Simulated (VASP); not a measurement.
# KBr (Fm-3m) in VASP: further runs, part 2 of 2

VASP 6.6.1.

### Step 4. Relaxation of the atoms, PBEsol (a relaxed cell with its volume scaled by 1.06)

INCAR

```
SYSTEM = KBr
ALGO = Normal
EDIFF = 1E-7
EDIFFG = -0.01
ENCUT = 600
GGA = PS
IBRION = 2
ISIF = 2
ISMEAR = 0
LASPH = .True.
LCHARG = .False.
LREAL = .False.
LWAVE = .False.
NELM = 80
NSW = 40
PREC = Accurate
SIGMA = 0.03
```

KPOINTS

```
k-points
0
Gamma
  8 8 8
  0 0 0
```

POSCAR

```
KBr                                     
1.0
    0.0000000000      3.3442204366      3.3442204366
    3.3442204366      0.0000000000      3.3442204366
    3.3442204366      3.3442204366      0.0000000000
  K               Br            
     1     1
Direct
     0.0000000000000000    0.0000000000000000    0.0000000000000000
     0.5000000000000000    0.5000000000000000    0.5000000000000000
```

The run is started by

```bash
$ cat potpaw_PBE.64/K_sv/POTCAR potpaw_PBE.64/Br/POTCAR > POTCAR
$ mpirun -np 1 vasp_std > vasp.out
```

It took 24 s on 1 thread of Intel Xeon Platinum 8488C (Sapphire Rapids), shared host; peak memory 0.24 GiB.

The run converged. Its results:

```
Free energy             : -6.4491 eV
Pressure after relaxing : -0.8 GPa
Band gap on the k mesh  : 4.19 eV, direct
```

Final structure:
```xyz
2
Lattice="0.0000 3.3442 3.3442 3.3442 0.0000 3.3442 3.3442 3.3442 0.0000" Properties=species:S:1:pos:R:3 pbc="T T T"
K     0.0000    0.0000    0.0000
Br    3.3442    3.3442    3.3442
```

Levels at points of the mesh, in eV from the valence-band top:
| k point | band 5 | band 6 | band 7 | band 8 | band 9 | band 10 | band 11 | band 12 |
| --- | --- | --- | --- | --- | --- | --- | --- | --- |
| (0.00, 0.00, 0.00) | -11.24 | 0.00 | 0.00 | 0.00 | 4.19 | 7.52 | 7.52 | 7.52 |
| (0.50, 0.00, 0.00) | -11.03 | -1.13 | -0.31 | -0.31 | 6.36 | 7.98 | 9.62 | 9.62 |
| (0.50, 0.50, 0.00) | -11.27 | -0.79 | -0.28 | -0.28 | 5.79 | 6.95 | 9.14 | 9.26 |

Caveat: the relaxation stopped at its first step, so nothing moved; the PAW data sets were made with another functional, which shifts forces and pressure a little.

### Step 5. Relaxation of cell and atoms, r2SCAN

INCAR

```
PREC = Accurate
ENCUT = 600
EDIFF = 1E-6
ISMEAR = 0
SIGMA = 0.03
LREAL = False
LASPH = True
NELM = 80
ALGO = Normal
ISIF = 3
LWAVE = False
LCHARG = False
METAGGA = R2SCAN
LMIXTAU = True
IBRION = 2
NSW = 90
EDIFFG = -0.01
```

KPOINTS

```
regular mesh
0
Gamma
  8 8 8
```

POSCAR

```
KBr
1.0
    0.0000000000      3.3000000000      3.3000000000
    3.3000000000      0.0000000000      3.3000000000
    3.3000000000      3.3000000000      0.0000000000
K Br
1 1
Direct
    0.0000000000      0.0000000000      0.0000000000
    0.5000000000      0.5000000000      0.5000000000
```

Potentials or basis: VASP PAW PBE potentials, release 64 (K_sv, Br).

The run is started by

```bash
$ cat potpaw_PBE.64/K_sv/POTCAR potpaw_PBE.64/Br/POTCAR > POTCAR
$ mpirun -np 1 vasp_std > vasp.out
```

OUTCAR:

```text
PREC = Accurate
   ENCUT = 600
   EDIFF = 1E-6
   ISMEAR = 0
   LREAL = False
   LASPH = True
   NELM = 80
   ISIF = 3
   METAGGA = R2SCAN
   IBRION = 2
   NSW = 90
   EDIFFG = -0.01

 ion  position               nearest neighbor table
   1  0.000  0.000  0.000-   2 3.30   2 3.30   2 3.30   2 3.30   2 3.30   2 3.30
   2  0.500  0.500  0.500-   1 3.30   1 3.30   1 3.30   1 3.30   1 3.30   1 3.30

  LATTYP: Found a face centered cubic cell.
 ALAT       =     6.6000000000

  Lattice vectors:

[... 598 lines left out ...]

  FORCE on cell =-STRESS in cart. coord.  units (eV):
  Direction    XX          YY          ZZ          XY          YZ          ZX
  --------------------------------------------------------------------------------------
  -------------------------------------------------------------------------------------
  Total        0.0124421      0.0124421      0.0124421      0.0000000     -0.0000000      0.0000000
  in kB        0.2766661      0.2766661      0.2766661      0.0000000     -0.0000000      0.0000000
  external PRESSURE =       0.2766661 kB  Pullay stress =       0.0000000 kB

 VOLUME and BASIS-vectors are now :
 -----------------------------------------------------------------------------
  energy-cutoff  :      600.00
  volume of cell :       72.05
      direct lattice vectors                 reciprocal lattice vectors
     0.000000000  3.302724370  3.302724370    -0.151390169  0.151390169  0.151390169
     3.302724370  0.000000000  3.302724370     0.151390169 -0.151390169  0.151390169
     3.302724370  3.302724370  0.000000000     0.151390169  0.151390169 -0.151390169

 POSITION                                       TOTAL-FORCE (eV/Angst)
 -----------------------------------------------------------------------------------
      0.00000      0.00000      0.00000         0.000000      0.000000     -0.000000
      3.30272      3.30272      3.30272        -0.000000     -0.000000      0.000000
 -----------------------------------------------------------------------------------
    total drift:                                0.000000     -0.000000     -0.000000

  FREE ENERGIE OF THE ION-ELECTRON SYSTEM (eV)
  ---------------------------------------------------
  free  energy   TOTEN  =       -23.2496444044 eV

  energy  without entropy=      -23.2496444044  energy(sigma->0) =      -23.24964440

 reached required accuracy - stopping structural energy minimisation
```

Wall time 1.9 min (1 thread of Intel Xeon 6975P-C (Granite Rapids), shared host); peak memory 0.28 GiB.

What came out:

* Free energy: -23.2496 eV
* Relaxed volume: 36.03 Å³/atom
* Relaxed cell: a = 4.671 Å, b = 4.671 Å, c = 4.671 Å, α = 60.00°, β = 60.00°, γ = 60.00°
* Space group after relaxing (to 0.05 Å): Fm-3m (No. 225)
* Energy gained by relaxing: 0.0 meV/atom
* Ionic steps: 2
* Pressure after relaxing: 0.0 GPa
* Band gap on the k mesh: 5.07 eV, direct

Final structure:
```yaml
crystal:
  lattice:
    - [0.00000, 3.30272, 3.30272]
    - [3.30272, 0.00000, 3.30272]
    - [3.30272, 3.30272, 0.00000]
  atoms:
    - { symbol: K, position: [0.00000, 0.00000, 0.00000] }
    - { symbol: Br, position: [0.50000, 0.50000, 0.50000] }
```

Caveat: the PAW data sets were made with another functional, which shifts forces and pressure a little. r2SCAN opens gaps a little over a GGA but as a rule still falls short of measured ones.

### Step 6. Overview

| task | level | cell | gap on the mesh (eV) | pressure (GPa) |
| --- | --- | --- | --- | --- |
| relaxation of the atoms | PBEsol | atoms relaxed from: a relaxed cell with its volume scaled by 1.02 | 4.28 | -0.3 |
| relaxation of the atoms | PBEsol | atoms relaxed from: a relaxed cell with its volume scaled by 1.04 | 4.23 | -0.6 |
| relaxation of the atoms | PBEsol | atoms relaxed from: a relaxed cell with its volume scaled by 1.06 | 4.19 | -0.8 |
| relaxation of cell and atoms | r2SCAN | relaxed | 5.07 | 0.0 |

Alike in all rows: potentials or basis VASP PAW PBE potentials, release 64 (K_sv, Br); no spin polarisation; k mesh 8 × 8 × 8; cutoff (eV) 600; smearing gaussian 0.03 eV.

Caveats: the PAW data sets were made with another functional, which shifts forces and pressure a little; the relaxation stopped at its first step, so nothing moved (some runs).

Absolute energies hang on the potentials; compare differences alone.
